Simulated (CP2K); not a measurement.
**Sn under changes of volume**

One of the cells (33.803 Å³/atom); the others are scaled copies at fixed shape and fractional positions:

```
Sn
1.0
     4.57264    0.00000    0.00000
     2.28632    3.96002    0.00000
     2.28632    1.32001    3.73354
Sn
2
Direct
  0.75000 0.75000 0.75000
  0.50000 0.50000 0.50000
```

This isn't the form of Sn at room conditions, which is tetragonal (white tin).

| Quantity | Value |
| --- | --- |
| Program | CP2K 2026.2 |
| Functional | r2SCAN |
| Potentials or basis | POTENTIAL_UZH Sn GTH-SCAN-q4; TZVP-MOLOPT-SCAN-GTH basis |
| Density cutoff | 9184 eV |
| k mesh | 7 × 7 × 7 |
| Occupations | fermi-dirac, width 0.05 eV |
| Spin | no spin polarisation |

```csv
volume (Å³/atom),energy over the lowest point (meV/atom),pressure (GPa),gap on the mesh (eV)
31.775,9.10,2.2,0.46
32.451,2.31,1.1,0.37
33.127,0.00,0.1,0.19
33.803,1.55,-0.8,none
34.479,?,?,?
35.155,14.28,-2.2,none
35.831,25.07,-2.9,none
```

Problem. What does the run at 34.479 Å³/atom give?

Solution. Energy over the lowest point 6.32 meV/atom; pressure -1.5 GPa; gap on the mesh none.

Worked out: A Birch-Murnaghan fit of order 3 (a polynomial in V^(-2/3)) to the other rows has its minimum at 33.19 Å³/atom with B0 = V·E''(V) = 44 GPa and B' = 4.7. It gives 6.39 meV/atom at 34.479 Å³/atom, against the run's 6.32, and -dE/dV = -1.5 GPa, against -1.5.

Energies are extrapolated to zero smearing.

Caveats: the basis of atomic orbitals isn't converged, which shifts pressures, moduli and gaps; spin-orbit coupling is left out, which moves the levels of the heavy elements (some runs); an odd mesh through Γ misses points on the zone boundary, where band edges often lie (some runs).

A gap of «none» marks a metal or a gap under the smearing width.
